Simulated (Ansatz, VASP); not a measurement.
Ge in VASP and in Ansatz

```
Ge
1.0
     1.39715   -2.60052    0.00000
     1.39715    2.60052    0.00000
     0.00000    0.00000    2.69823
Ge
1
Cartesian
  1.3971 0.0000 0.0000
```

This isn't the form of Ge at room conditions, which is diamond.

Alike in both runs: task single point; functional PBE; k mesh 8 × 8 × 6; occupations gaussian, width 0.1 eV; no spin polarisation.

```csv
,VASP,Ansatz
version,VASP 6.6.1,Ansatz 0.2.0
potentials or method,"VASP PAW PBE potentials, release 64 (Ge_d)","scalar-relativistic, plane waves, PAW"
plane-wave cutoff (eV),520,420
valence electrons in the cell,14,14
```

|  | VASP | Ansatz | Ansatz less VASP |
| --- | --- | --- | --- |
| gap on the k mesh at the Fermi level (eV) | none | none | - |
| pressure (GPa) | -1.7 | -1.7 | -0.01 |
| largest component of the traceless stress (GPa) | 5.87 | 5.87 | -0.006 |

A gap of «none» marks a metal or a gap that the smearing closes.

Caveats: the k mesh is coarse (spacing up to 0.39 Å⁻¹), so the values aren't converged.
